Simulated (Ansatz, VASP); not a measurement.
# KI: VASP beside Ansatz

```
K I
1.0
     4.89165    0.00000    0.00000
    -2.44582    4.23629    0.00000
     0.00000    0.00000    4.49785
K I
1 1
Cartesian
  0.0000 0.0000 0.0000
  2.4458 1.4121 2.2489
```

Alike in both runs: functional PBE; k mesh 6 × 6 × 6; no spin polarisation.

Ansatz relaxed the structure, and its values are those at the end. VASP's run is a single point on that final structure, the one shown.

|  | VASP | Ansatz |
| --- | --- | --- |
| version | VASP 6.6.1 | Ansatz 0.2.0 |
| potentials or method | VASP PAW PBE potentials, release 64 (K_sv, I) | scalar-relativistic, plane waves, PAW |
| plane-wave cutoff (eV) | 520 | 420 |
| occupations | gaussian, width 0.02 eV | gaussian, width 0.01 eV |
| valence electrons in the cell | 16 | 26 |

|  | VASP | Ansatz | Ansatz less VASP |
| --- | --- | --- | --- |
| gap on the k mesh at the Fermi level (eV) | 3.63 | 3.63 | +0.004 |
| pressure (GPa) | 0.0 | 0.0 | -0.02 |

The two sets of potentials don't hold the same shells in valence.

Caveats: spin-orbit coupling is left out, which moves the levels of the heavy elements. A k mesh can miss the band edges.
